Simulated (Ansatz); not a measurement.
Input of an Ansatz 0.2.0 run:

File input.yaml:

```yaml
crystal:
  lattice:
    - [6.3702727145, 0.0, 0.0]
    - [-3.1851363572, 5.5168179998, 0.0]
    - [0.0, 0.0, 3.2898942108]
  atoms:
    - { symbol: La, position: [0.6666666667, 0.3333333333, 0.498103] }
    - { symbol: La, position: [0.3333333333, 0.6666666667, 0.501897] }
    - { symbol: O, position: [0.504607, 0.0, 0.0] }
    - { symbol: O, position: [0.0, 0.504607, 0.0] }
    - { symbol: O, position: [0.495393, 0.495393, 0.0] }
kpoints:
  mp_grid: { grid: [4, 4, 6] }
scf:
  occupations: { method: fermi_dirac, width: 0.05 }
hamiltonian:
  xc: lda
  pseudopotentials: { kind: all_electron, lapw: { basis_error: 0.002 } }
output:
  forces: true
  stress: true
relax:
  f_tol: 0.02
  max_steps: 60
  cell: {}
```

Potentials or basis: all-electron LAPW, scalar-relativistic.

Command:

```console
$ ansatz run input.yaml --threads 4 --pin off --max-ram 14336MiB --backend cpu --events-out ev --progress --plain --runs-dir out
```

(1) Estimate the space group after relaxing (to 0.05 Å).

(2) Predict the relaxed cell.

Results:

(1) P6/mmm (No. 191).

(2) a = 6.255 Å, b = 6.255 Å, c = 3.231 Å, α = 90.00°, β = 90.00°, γ = 120.00°.
